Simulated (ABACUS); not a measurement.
The system is Fe.

```
Fe
1.0
    -1.44300    1.44300    1.44300
     1.44300   -1.44300    1.44300
     1.44300    1.44300   -1.44300
Fe
1
Direct
  0.00000 0.00000 0.00000
```

Base run:

- Program: ABACUS 3.10.1
- Functional: RPBE
- Potentials or basis: GBRV ultrasoft 1.5 PBE
- Cutoff: 544 eV
- Density cutoff: 4354 eV
- Basis: plane waves
- k mesh: 10 × 10 × 10
- Occupations: fermi-dirac, width 0.05 eV
- Spin: collinear spin, ferromagnetic start
- Starting moments: [3.0] μB

Its results: band gap on the k mesh none (metal or under the smearing width); pressure -4.6 GPa; net moment 2.28 μB per cell.

Task: The run is repeated on the same cell with these changes: functional from RPBE to revPBE; potentials or basis from GBRV ultrasoft 1.5 PBE to PseudoDojo NC SR 0.4.1 PBE standard; cutoff from 544 eV to 1225 eV; density cutoff from 4354 eV to 4898 eV. What comes out?

Result: Band gap on the k mesh none (metal or under the smearing width); pressure -3.5 GPa; net moment 2.34 μB per cell.

Caveats: the potentials were made for another functional, which shifts forces and pressure.

Not every run made on this cell is shown here.
